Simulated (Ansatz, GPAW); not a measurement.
# Geometry or basis: what sets the conductance of decane-1,10-dithiol between two Al chains, part 3 of 4

Wanted: T(E) of decane-1,10-dithiol between two Al chains at a relaxed geometry in two programs, beside the unrelaxed structure.

GPAW 26.7.0 and Ansatz 0.2.0; Ansatz plane waves; relaxation of the junction with the lead ends held; PAW set soft_1 (the session's first sound run).

So far, transmission at the Fermi level (one spin): step 3 (plane-wave reference (PBE)) 2.2e-9. Also open channels of the lead at the Fermi level (one spin): step 3 2.

## Step 4: GPAW, dzp

The script solves lead and junction separately, takes H and S in the orbital basis, and joins semi-infinite leads through their self-energies; the dzp basis is the working standard.

This step: GPAW LCAO, PAW setups; Landauer transmission from Green's functions with principal layers (ASE), zero bias (GPAW 26.7.0).

run.py reads:

```python
import json
import numpy as np
from ase import Atoms
from ase.transport.calculators import TransportCalculator
from gpaw import GPAW, FermiDirac
from gpaw.lcao.tools import get_lcao_hamiltonian
from scipy.linalg import eigh

# The junction with lead layers at both ends, along the third cell vector
device = Atoms(
    ['Al', 'Al', 'Al', 'Al', 'Al', 'Al', 'Al', 'S', 'H', 'C', 'H', 'H', 'C', 'H', 'H', 'C', 'H', 'H', 'H', 'C', 'C', 'H', 'H', 'H', 'C', 'H', 'H', 'C', 'H', 'H', 'C', 'H', 'H', 'C', 'H', 'H', 'C', 'H', 'S', 'Al', 'Al', 'Al', 'Al', 'Al', 'Al', 'Al'],
    positions=[
        [6.36589, 5.27488, 1.20000],
        [6.36589, 5.27488, 3.60000],
        [6.36589, 5.27488, 6.00000],
        [6.36589, 5.27488, 8.40000],
        [6.36589, 5.27488, 10.80000],
        [6.86652, 3.98727, 12.95540],
        [6.51355, 5.35136, 15.14519],
        [6.78764, 4.63104, 17.23097],
        [6.85159, 6.93060, 18.06773],
        [6.38981, 5.99891, 18.42018],
        [5.30029, 6.13572, 18.42637],
        [7.98901, 5.49965, 19.78128],
        [6.89679, 5.64027, 19.81966],
        [6.46922, 4.66996, 20.11454],
        [6.92657, 7.68984, 20.49388],
        [6.55223, 6.71916, 20.85879],
        [5.45572, 6.82370, 20.92843],
        [8.21689, 6.30347, 22.18162],
        [6.58482, 4.38513, 22.41088],
        [7.12895, 6.47068, 22.26472],
        [6.49836, 5.29627, 23.02342],
        [7.00868, 7.39316, 22.85417],
        [5.41616, 5.47938, 23.14123],
        [8.21304, 4.92353, 24.29280],
        [7.11727, 5.00158, 24.40072],
        [6.77856, 4.00412, 24.72586],
        [7.16111, 7.00466, 25.26256],
        [6.79058, 5.99944, 25.52120],
        [5.69503, 6.09029, 25.61564],
        [8.48173, 5.51995, 26.78062],
        [7.38334, 5.57081, 26.87117],
        [7.05207, 4.54206, 27.09365],
        [7.33355, 7.51346, 27.84804],
        [7.01538, 6.47942, 28.05378],
        [5.92241, 6.50947, 28.18046],
        [8.75744, 5.98004, 29.25367],
        [7.66425, 5.99950, 29.35307],
        [7.33600, 4.97571, 29.58885],
        [7.28452, 7.11481, 30.79094],
        [6.84933, 5.56558, 32.32716],
        [6.05738, 3.44841, 33.42723],
        [6.36589, 5.27488, 35.13203],
        [6.36589, 5.27488, 37.53203],
        [6.36589, 5.27488, 39.93203],
        [6.36589, 5.27488, 42.33203],
        [6.36589, 5.27488, 44.73203]],
    cell=[[12.73178, 0.0, 0.0], [0.0, 10.54975, 0.0], [0.0, 0.0, 45.93203]],
    pbc=True)

# One principal layer of the lead: the first 4 atoms of the device
lead = Atoms(
    ['Al', 'Al', 'Al', 'Al'],
    positions=[
        [6.36589, 5.27488, 1.20000],
        [6.36589, 5.27488, 3.60000],
        [6.36589, 5.27488, 6.00000],
        [6.36589, 5.27488, 8.40000]],
    cell=[[12.73178, 0.0, 0.0], [0.0, 10.54975, 0.0], [0.0, 0.0, 9.6]],
    pbc=True)

settings = dict(mode='lcao', basis='dzp', xc='PBE', h=0.2,
                occupations=FermiDirac(0.1), maxiter=250,
                mixer=dict(beta=0.1, nmaxold=8, weight=100.0),
                convergence=dict(density=0.0001))
energies = np.arange(-2, 2 + 1e-9, 0.025)
eta = 0.0001
n1, n2 = 1, 1
# k and -k transmit alike, so half of the mesh across the current serves
mesh = [(i, j) for i in range(n1) for j in range(n2) if (i, j) <= (-i % n1, -j % n2)]
weights = np.array([1 if (i, j) == (-i % n1, -j % n2) else 2 for i, j in mesh]) / (n1 * n2)

# [... helper functions left out ...]
fermi_lead = ground_state(lead, (1, 1, 12), 'lead.txt')
fermi_device = ground_state(device, (1, 1, 2), 'device.txt')
# [... loop over the mesh left out, but for ...]
        # Shift the lead onto the potential of the device's first layer
        shift = ((H[:, 0, 0] - H0[:, 0, 0]) / S0[0, 0]).real.mean()
# [...]
kT = 8.617333e-5 * 300
bias = [0.1, 0.2, 0.5, 1.0, 1.5, 2.0]
# [... integrals and printing left out ...]
```

Command:

```bash
$ OMP_NUM_THREADS=1 OPENBLAS_NUM_THREADS=1 python run.py
```

The program printed:

```text
basis functions: device 438, principal layer 52
Fermi level: lead -3.5460 eV, device -3.2433 eV; lead shifted by 0.0130 eV
largest coupling past the next layer 1.49e-15 eV, largest misfit of the first layer 0.052 eV
  E-E_F (eV)   T (one spin)  channels
    -2.000    1.1840e-07    1.0000
    -1.975    1.0419e-07    1.0000
    -1.950    5.7893e-08    1.0000
    -1.925    3.2551e-09    1.0000
    -1.900    6.8208e-06    1.0000
    -1.875    5.7007e-06    1.0000
    -1.850    2.8067e-06    1.0000
    -1.825    2.4845e-06    1.0000
    -1.800    2.6329e-06    1.0000
    -1.775    3.0505e-06    1.0000
    -1.750    3.7494e-06    1.0000
    -1.725    4.8366e-06    1.0000
    -1.700    6.5320e-06    1.0000
    -1.675    9.2508e-06    1.0000
    -1.650    1.3770e-05    1.0000
    -1.625    2.1407e-05    1.0000
[...]
1.825    3.7898e-07    3.0000
     1.850    3.8906e-07    3.0000
     1.875    4.0017e-07    3.0000
     1.900    4.1257e-07    3.0000
     1.925    4.2649e-07    3.0000
     1.950    4.4223e-07    3.0000
     1.975    4.6008e-07    3.0000
     2.000    4.8040e-07    3.0000
conductance at 300 K: 1.3416e-09 G0 a cell; thermopower -15.31 uV/K
current from the zero-bias T(E) at 0.1 V: 1.0431e-08 uA
current from the zero-bias T(E) at 0.2 V: 2.1075e-08 uA
current from the zero-bias T(E) at 0.5 V: 5.6269e-08 uA
current from the zero-bias T(E) at 1.0 V: 1.4791e-07 uA
current from the zero-bias T(E) at 1.5 V: 3.8548e-07 uA
current from the zero-bias T(E) at 2.0 V: 9.2212e-07 uA
```

Elapsed: 4.7 min, on 1 thread of Intel Xeon Platinum 8375C at 2.90GHz (Ice Lake), shared host; peak memory 2.1 GiB.

This step gave:

| Item | Value |
| --- | --- |
| conductance | 1.34e-9 G₀ |
| thermopower | -15.31 μV/K |
| largest coupling past the next principal layer | 1.49e-15 eV |
| largest misfit of the first principal layer | 0.05158 eV |
| shift that aligns the lead | 0.01300 eV |
| basis functions of the junction | 438 |
| basis functions of a principal layer | 52 |
| transmission at the Fermi level (one spin) | 1.33e-9 |

One spin. The transmission, zone mean by energy, zero at the Fermi level:

| energy (eV) | transmission, zone mean |
| --- | --- |
| -2.000 | 1.2e-7 |
| -1.900 | 6.8e-6 |
| -1.800 | 2.6e-6 |
| -1.700 | 6.5e-6 |
| -1.600 | 3.3e-5 |
| -1.575 | 4.3e-5 |
| -1.500 | 1.2e-5 |
| -1.400 | 8.3e-7 |
| -1.300 | 2.1e-8 |
| -1.200 | 0 |
| -1.100 | 0 |
| -1.000 | 0 |
| -0.900 | 0 |
| -0.800 | 0 |
| -0.700 | 7.4e-11 |
| -0.600 | 0 |
| -0.500 | 0 |
| -0.400 | 0 |
| -0.300 | 5.2e-10 |
| -0.200 | 8.4e-10 |
| -0.100 | 1.1e-9 |
| 0.000 | 1.3e-9 |
| 0.100 | 1.7e-9 |
| 0.200 | 2.2e-9 |
| 0.300 | 3.2e-9 |
| 0.400 | 4.6e-9 |
| 0.500 | 7.0e-9 |
| 0.600 | 1.1e-8 |
| 0.700 | 1.6e-8 |
| 0.800 | 2.1e-8 |
| 0.900 | 2.6e-8 |
| 1.000 | 4.6e-8 |
| 1.100 | 7.7e-8 |
| 1.200 | 1.2e-7 |
| 1.300 | 1.7e-7 |
| 1.400 | 2.2e-7 |
| 1.500 | 2.7e-7 |
| 1.600 | 3.1e-7 |
| 1.700 | 3.4e-7 |
| 1.800 | 3.7e-7 |
| 1.900 | 4.1e-7 |
| 2.000 | 4.8e-7 |

Crossings of the lead's bands, unfolded to its shortest repeat. Table of open channels, zone mean by energy, zero at the Fermi level:

```csv
energy (eV),"open channels, zone mean"
-2.000,1
-1.900,1
-1.800,1
-1.700,1
-1.600,1
-1.500,1
-1.400,1
-1.300,1
-1.200,0
-1.100,0
-1.000,0
-0.900,0
-0.800,0
-0.700,0
-0.600,0
-0.500,0
-0.400,0
-0.300,2
-0.200,2
-0.100,2
0.000,2
0.100,2
0.200,2
0.300,2
0.400,2
0.500,2
0.600,2
0.700,2
0.800,2
0.900,2
1.000,3
1.100,3
1.200,3
1.300,3
1.400,3
1.500,3
1.600,3
1.700,3
1.800,3
1.900,3
2.000,3
```

Not self-consistent under bias; the bias window is split evenly. Table of current through one cell, from the zero-bias transmission by bias:

| bias (V) | current through one cell, from the zero-bias transmission (pA) |
| --- | --- |
| 0.100 | 0.0104 |
| 0.200 | 0.0211 |
| 0.500 | 0.0563 |
| 1.000 | 0.148 |
| 1.500 | 0.385 |
| 2.000 | 0.922 |

The transmission of the three most open eigenchannels by energy, zero at the Fermi level:

| energy (eV) | channel 1 | channel 2 | channel 3 |
| --- | --- | --- | --- |
| -2.000 | 1.2e-7 | 0 | 0 |
| -1.800 | 2.6e-6 | 0 | 0 |
| -1.600 | 3.3e-5 | 0 | 0 |
| -1.400 | 8.3e-7 | 0 | 0 |
| -1.200 | 0 | 0 | 0 |
| -1.000 | 0 | 0 | 0 |
| -0.800 | 0 | 0 | 0 |
| -0.600 | 0 | 0 | 0 |
| -0.400 | 0 | 0 | 0 |
| -0.200 | 7.6e-10 | 7.9e-11 | 0 |
| 0.000 | 1.3e-9 | 2.6e-12 | 0 |
| 0.200 | 2.2e-9 | 6.9e-12 | 0 |
| 0.400 | 4.6e-9 | 1.8e-11 | 0 |
| 0.600 | 1.1e-8 | 1.3e-11 | 0 |
| 0.800 | 2.1e-8 | 2.2e-12 | 0 |
| 1.000 | 4.4e-8 | 1.2e-9 | 3.2e-11 |
| 1.200 | 1.1e-7 | 5.1e-9 | 5.8e-11 |
| 1.400 | 2.1e-7 | 1.3e-8 | 7.7e-11 |
| 1.600 | 2.8e-7 | 2.9e-8 | 1.0e-10 |
| 1.800 | 3.1e-7 | 6.2e-8 | 1.3e-10 |
| 2.000 | 3.5e-7 | 1.3e-7 | 1.9e-10 |

Couplings past the next layer reach 1.5e-15 eV, small enough to drop; the matrix elements of the cell's first layer differ from the bulk lead's by up to 0.052 eV. That layer keeps its own values in the calculation, and only beyond it is the lead taken as perfect. The Fermi levels of lead and junction count from different zeros of potential, one for each periodic cell; with both set to zero, the small remaining shift is what aligns them. By hand: G = 1.34e-9 × 77.48 μS = 1.0e-7 μS, a resistance of 9.6e9 kΩ; at 0.1 V a linear junction would pass 1.0e-8 μA, and the integral over the bias window gives 1.0e-8 μA. Mott's formula, S = -(π²/3)(k_B²T/e) d ln T/dE, has the prefactor 7.33 μV/K·eV at 300 K; T = 1.27e-9 at -0.025 eV and 1.40e-9 at 0.025 eV give a slope of 1.95 per eV and S = -14.3 μV/K, beside -15.3 μV/K from the thermal integral, which interpolates the same grid.

## Step 5: GPAW, szp: basis = "szp(dzp)"

The second zeta is dropped, the polarisation orbitals stay.

Edit run.py of step 4 so:

```diff
@@ -72,3 +72,3 @@
 
-settings = dict(mode='lcao', basis='dzp', xc='PBE', h=0.2,
+settings = dict(mode='lcao', basis='szp(dzp)', xc='PBE', h=0.2,
                 occupations=FermiDirac(0.1), maxiter=250,
```

The program printed:

```text
basis functions: device 314, principal layer 36
Fermi level: lead -4.0468 eV, device -3.6764 eV; lead shifted by 0.0225 eV
largest coupling past the next layer 1.57e-15 eV, largest misfit of the first layer 0.058 eV
  E-E_F (eV)   T (one spin)  channels
    -2.000    7.6252e-08    1.0000
    -1.975    1.3702e-07    1.0000
    -1.950    3.3320e-07    1.0000
[...]
1.975    6.0972e-07    3.0000
     2.000    6.2461e-07    3.0000
conductance at 300 K: 7.3299e-10 G0 a cell; thermopower -24.98 uV/K
current from the zero-bias T(E) at 0.1 V: 5.7178e-09 uA
current from the zero-bias T(E) at 0.2 V: 1.1668e-08 uA
current from the zero-bias T(E) at 0.5 V: 3.3788e-08 uA
current from the zero-bias T(E) at 1.0 V: 1.2657e-07 uA
current from the zero-bias T(E) at 1.5 V: 5.5041e-07 uA
current from the zero-bias T(E) at 2.0 V: 2.2131e-06 uA
```

Elapsed: 4.2 min, on 1 thread; peak memory 2.1 GiB.

Numbers from this step:

```
conductance                                    : 7.33e-10 G₀
thermopower                                    : -24.98 μV/K
largest coupling past the next principal layer : 1.57e-15 eV
largest misfit of the first principal layer    : 0.05841 eV
shift that aligns the lead                     : 0.02250 eV
basis functions of the junction                : 314
basis functions of a principal layer           : 36
transmission at the Fermi level (one spin)     : 7.20e-10
```

One spin. Table of transmission, zone mean by energy, zero at the Fermi level:

energy (eV), transmission, zone mean and a bar:
```
   -2.000    0.00000 #
   -1.925    0.00000 ##############################
   -1.900    0.00000 ###
   -1.800    0.00000 #
   -1.700    0.00000 #######
   -1.625    0.00000 #########################
   -1.600    0.00000 #####################
   -1.500    0.00000 ##
   -1.400    0.00000 
   -1.300    0.00000 
   -1.200    0.00000 
   -1.100    0.00000 
   -1.000    0.00000 
   -0.900    0.00000 
   -0.800    0.00000 
   -0.700    0.00000 
   -0.600    0.00000 
   -0.500    0.00000 
   -0.400    0.00000 
   -0.300    0.00000 
   -0.200    0.00000 
   -0.100    0.00000 
    0.000    0.00000 
    0.100    0.00000 
    0.200    0.00000 
    0.300    0.00000 
    0.400    0.00000 
    0.500    0.00000 
    0.600    0.00000 
    0.700    0.00000 
    0.800    0.00000 
    0.900    0.00000 #
    1.000    0.00000 #
    1.100    0.00000 ##
    1.200    0.00000 ###
    1.300    0.00000 ###
    1.400    0.00000 ####
    1.500    0.00000 ####
    1.600    0.00000 #####
    1.700    0.00000 #####
    1.800    0.00000 #####
    1.900    0.00000 #####
    2.000    0.00000 #####
```

The conductance, 7.3e-10 G₀, lies 45 % below that of the dzp run.

## Step 6: Minimal basis

One function for each valence shell of the setup, as for a first survey of a large system.

Edit run.py of step 5 so:

```diff
@@ -72,3 +72,3 @@
 
-settings = dict(mode='lcao', basis='szp(dzp)', xc='PBE', h=0.2,
+settings = dict(mode='lcao', basis='sz(dzp)', xc='PBE', h=0.2,
                 occupations=FermiDirac(0.1), maxiter=250,
```

The program printed:

```text
basis functions: device 124, principal layer 16
Fermi level: lead -4.3167 eV, device -3.9019 eV; lead shifted by 0.0272 eV
largest coupling past the next layer 1.39e-15 eV, largest misfit of the first layer 0.081 eV
  E-E_F (eV)   T (one spin)  channels
    -2.000    1.0635e-07    1.0000
    -1.975    2.2438e-07    1.0000
    -1.950    7.7989e-07    1.0000
[...]
1.975    2.3062e-07    3.0000
     2.000    2.4503e-07    3.0000
conductance at 300 K: 5.5971e-10 G0 a cell; thermopower -2.585 uV/K
current from the zero-bias T(E) at 0.1 V: 4.3491e-09 uA
current from the zero-bias T(E) at 0.2 V: 8.7716e-09 uA
current from the zero-bias T(E) at 0.5 V: 2.3207e-08 uA
current from the zero-bias T(E) at 1.0 V: 5.6155e-08 uA
current from the zero-bias T(E) at 1.5 V: 1.4352e-07 uA
current from the zero-bias T(E) at 2.0 V: 4.058e-07 uA
```

The job ended after 2.9 min (1 thread; peak memory 1.9 GiB).

This step gave:

```yaml
conductance: 5.60e-10 G₀
thermopower: -2.585 μV/K
largest_coupling_past_the_next_principal_layer: 1.39e-15 eV
largest_misfit_of_the_first_principal_layer: 0.08069 eV
shift_that_aligns_the_lead: 0.02722 eV
basis_functions_of_the_junction: 124
basis_functions_of_a_principal_layer: 16
transmission_at_the_fermi_level_one_spin: 5.55e-10
```

One spin. The transmission, zone mean by energy, zero at the Fermi level:

```
energy (eV)  transmission, zone mean
     -2.000                   1.1e-7
     -1.925                   1.1e-5
     -1.800                   3.9e-7
     -1.725                   1.6e-5
     -1.600                        0
     -1.400                        0
     -1.200                        0
     -1.000                        0
     -0.800                        0
     -0.600                        0
     -0.400                        0
     -0.200                  5.2e-10
      0.000                  5.6e-10
      0.200                  7.3e-10
      0.400                   1.5e-9
      0.600                   3.6e-9
      0.800                   9.5e-9
      1.000                   2.1e-8
      1.200                   4.1e-8
      1.400                   6.8e-8
      1.600                   1.0e-7
      1.800                   1.6e-7
      2.000                   2.5e-7
```

The conductance, 5.6e-10 G₀, lies 58 % below that of the dzp run.

## Step 7: LDA in the dzp basis: xc = "LDA"

Back in the dzp basis, the functional changes from PBE to LDA, to set the spread between functionals beside that between bases.

Edit run.py of step 6 so:

```diff
@@ -72,3 +72,3 @@
 
-settings = dict(mode='lcao', basis='sz(dzp)', xc='PBE', h=0.2,
+settings = dict(mode='lcao', basis='dzp', xc='LDA', h=0.2,
                 occupations=FermiDirac(0.1), maxiter=250,
```

The program printed:

```text
basis functions: device 438, principal layer 52
Fermi level: lead -3.6760 eV, device -3.3762 eV; lead shifted by 0.0171 eV
largest coupling past the next layer 9.50e-16 eV, largest misfit of the first layer 0.051 eV
  E-E_F (eV)   T (one spin)  channels
    -2.000    2.6825e-07    1.0000
    -1.975    3.0392e-07    1.0000
    -1.950    3.2351e-07    1.0000
[...]
1.975    6.2315e-07    3.0000
     2.000    6.5480e-07    3.0000
conductance at 300 K: 1.9936e-09 G0 a cell; thermopower -16.43 uV/K
current from the zero-bias T(E) at 0.1 V: 1.5501e-08 uA
current from the zero-bias T(E) at 0.2 V: 3.1321e-08 uA
current from the zero-bias T(E) at 0.5 V: 8.3894e-08 uA
current from the zero-bias T(E) at 1.0 V: 2.2828e-07 uA
current from the zero-bias T(E) at 1.5 V: 6.2135e-07 uA
current from the zero-bias T(E) at 2.0 V: 1.6581e-06 uA
```

Run time: 4.2 min. Hardware: 1 thread; peak memory 2.1 GiB.

This step gave:

```yaml
conductance: 1.99e-9 G₀
thermopower: -16.43 μV/K
largest_coupling_past_the_next_principal_layer: 9.50e-16 eV
largest_misfit_of_the_first_principal_layer: 0.05090 eV
shift_that_aligns_the_lead: 0.01715 eV
basis_functions_of_the_junction: 438
basis_functions_of_a_principal_layer: 52
transmission_at_the_fermi_level_one_spin: 1.97e-9
```

The conductance, 2.0e-9 G₀, lies 49 % above that of the dzp run.

(Continued in part 4 of 4.)

[Logs are printed without paths, hosts, clocks, repeated set-up lines and the standing remarks that a program may print on its own settings, such as how far it seeks lower states.]

[Hosts, paths, dates, database ids (printed as entryN), source tags and the programs' standing remarks are cut or masked in the printed files.]
